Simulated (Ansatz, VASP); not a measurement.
**One calculation of K2F, two programs**

File INCAR:

```
ALGO = Fast
EDIFF = 1E-6
EDIFFG = -0.01
ENCUT = 600
GGA = PE
IBRION = 2
ISIF = 3
ISMEAR = 0
LASPH = T
LCHARG = F
LREAL = F
LWAVE = F
NELM = 100
NSW = 100
PREC = Accurate
SIGMA = 0.1
```

The input KPOINTS:

```
k-points
0
Gamma
  12 12 12
```

POSCAR

```
K2F
1.0
    0.0000000000      3.6085149907      3.6085149907
    3.6085149907      0.0000000000      3.6085149907
    3.6085149907      3.6085149907      0.0000000000
K F
2 1
Direct
    0.2500000000      0.2500000000      0.2500000000
    0.7500000000      0.7500000000      0.7500000000
    0.5000000000      0.5000000000      0.5000000000
```

Input for Ansatz:

```yaml
crystal:
  lattice:
    - [0.0, 3.6085149907, 3.6085149907]
    - [3.6085149907, 0.0, 3.6085149907]
    - [3.6085149907, 3.6085149907, 0.0]
  atoms:
    - { symbol: K, position: [0.25, 0.25, 0.25] }
    - { symbol: K, position: [0.75, 0.75, 0.75] }
    - { symbol: F, position: [0.5, 0.5, 0.5] }
basis:
  ecutwfc: 420
kpoints:
  mp_grid: { grid: [12, 12, 12] }
hamiltonian:
  xc: pbe
scf:
  occupations: { method: gaussian, width: 0.1 }
output:
  forces: true
  stress: true
  eigenvalues: true
  write_density: true
  write_potential: true
  elf: true
  volumetric_format: npy
relax:
  adjacent_minimum: "off"
  f_tol: 0.01
  max_steps: 80
  cell: { stress_tol: 0.05 }
```

Alike in both runs: task relaxation of cell and atoms; functional PBE; k mesh 12 × 12 × 12; occupations gaussian, width 0.1 eV; no spin polarisation.

```csv
,VASP,Ansatz
version,VASP 6.6.1,Ansatz 0.2.0
potentials or method,"VASP PAW PBE potentials, release 64 (K_sv, F)","scalar-relativistic, plane waves, PAW"
plane-wave cutoff (eV),600,420
valence electrons in the cell,25,25
```

```tsv
	VASP	Ansatz	Ansatz less VASP
gap on the k mesh at the Fermi level, each at its own relaxed structure (eV)	none	none	-
relaxed volume (Å³/atom)	31.33	31.33	0.000
relaxed cell length with the largest relative difference (Å)	5.103	5.103	0.0000
```

A gap of «none» marks a metal or a gap that the smearing closes.

Caveats: the relaxation stopped at its first step, so nothing moved; an odd number of electrons without spin polarisation forces a metal; a magnetic or distorted state may lie lower.
